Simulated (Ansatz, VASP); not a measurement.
Al: VASP beside Ansatz

The input INCAR:

```
SYSTEM = Al
PREC     = Accurate       ! precision mode
ENCUT    = 520            ! plane-wave cutoff, eV
EDIFF    = 1E-7           ! SCF threshold, eV
ISMEAR   = -1             ! smearing method
SIGMA    = 0.03           ! smearing width, eV
LREAL    = .False.        ! projectors in reciprocal space
LASPH    = .True.         ! aspherical terms in the spheres
NELM     = 60             ! most SCF steps
ALGO     = Normal         ! electronic algorithm
ISIF     = 2              ! what is computed and relaxed
LWAVE    = .False.        ! write WAVECAR
LCHARG   = .False.        ! write CHGCAR
GGA      = CA             ! functional
NBANDS   = 10             ! bands
```

The input KPOINTS:

```
regular mesh
0
Gamma
  18 18 10
  0 0 0
```

File POSCAR:

```
Al
1.0
    2.8329329771      0.0000000000      0.0000000000
   -1.4164664885      2.4533919254      0.0000000000
    0.0000000000      0.0000000000      4.5956719135
Al
2
Direct
    0.3333333333      0.6666666667      0.2500000000
    0.6666666667      0.3333333333      0.7500000000
```

Input for Ansatz:

```yaml
crystal:
  lattice:
    - [2.8329329771, 0.0, 0.0]
    - [-1.4164664885, 2.4533919254, 0.0]
    - [0.0, 0.0, 4.5956719135]
  atoms:
    - { symbol: Al, position: [0.3333333333, 0.6666666667, 0.25] }
    - { symbol: Al, position: [0.6666666667, 0.3333333333, 0.75] }
kpoints:
  mp_grid: { grid: [18, 18, 10] }
scf:
  occupations: { method: fermi_dirac, width: 0.03 }
hamiltonian:
  xc: lda
  pseudopotentials: { kind: all_electron, lapw: { basis_error: 0.0005 } }
output:
  forces: true
  stress: true
  eigenvalues: true
```

Change from the starting cell: functional lda, volume scaled by 0.96.

Alike in both runs: task single point; functional LDA; k mesh 18 × 18 × 10; occupations fermi-dirac, width 0.03 eV; no spin polarisation.

|  | VASP | Ansatz |
| --- | --- | --- |
| version | VASP 6.6.1 | Ansatz 0.2.0 |
| potentials or method | VASP PAW LDA potentials, release 64 (Al) | all-electron LAPW, scalar-relativistic |
| plane-wave cutoff (eV) | 520 | see its input |

|  | VASP | Ansatz | Ansatz less VASP |
| --- | --- | --- | --- |
| pressure (GPa) | -0.1 | -0.2 | -0.06 |

Ansatz ran all-electron here, so the differences hold the error of VASP's frozen core and of both bases.
